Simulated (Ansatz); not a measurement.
## BN: what symmetry allows forces and stress to be

```yaml
crystal:
  lattice:
    - [0.00000, 3.69587, 2.29570]
    - [1.30913, 0.02166, 2.26075]
    - [1.30913, 3.67421, 0.03495]
  atoms:
    - { symbol: B, position: [0.99262, 0.99375, 0.00625] }
    - { symbol: N, position: [0.67408, 0.67295, 0.32705] }
```

These are results of DFT PBE, scalar-relativistic, plane waves, PAW in Ansatz, not measurements.

Settings: cutoff 420 eV, Γ-centred mesh 12×12×12 on the computed 2-atom cell, Gaussian smearing of 0.02 eV; no spin polarisation.

This distorted cell has space group Cm, with 2 operations.

Task: Without a calculation: in which directions can each atom feel a force?

Result: A force must be left unchanged by every operation that keeps its atom in place, so it lies in the space that those operations leave fixed. Atoms that the group maps onto each other feel forces of one size.
| atom | site symmetry | operations at the site | equivalent to atom | allowed force (Cartesian) |
| --- | --- | --- | --- | --- |
| B1 | m | 2 | 1 | in the plane normal to (1.00, 0.00, 0.00) |
| N2 | m | 2 | 2 | in the plane normal to (1.00, 0.00, 0.00) |

That leaves 4 independent force components of 6, tied by 2 conditions that the forces sum to zero, so 2 remain. A relaxation in this cell that keeps the symmetry moves the atoms in these directions alone.

Task: And the stress tensor?

Result: It must be invariant under the point group, which leaves 4 independent components: xz, xy vanish.

Task: Do the computed values obey this?

Result: Yes. Forces (eV/Å):
```
B1   0.000  0.125  1.959
N2   0.000 -0.125 -1.959
```

Stress (GPa, compression positive, xx yy zz yz xz xy): -33.34 0.88 -27.86 -0.36 0.00 0.00. The program imposes the same operations on density, forces and stress, so this confirms the analysis and is no independent test of the calculation.

The cell holds layers, and where no dispersion correction was added their binding is poorly described.

This form isn't the usual stable structure of the compound.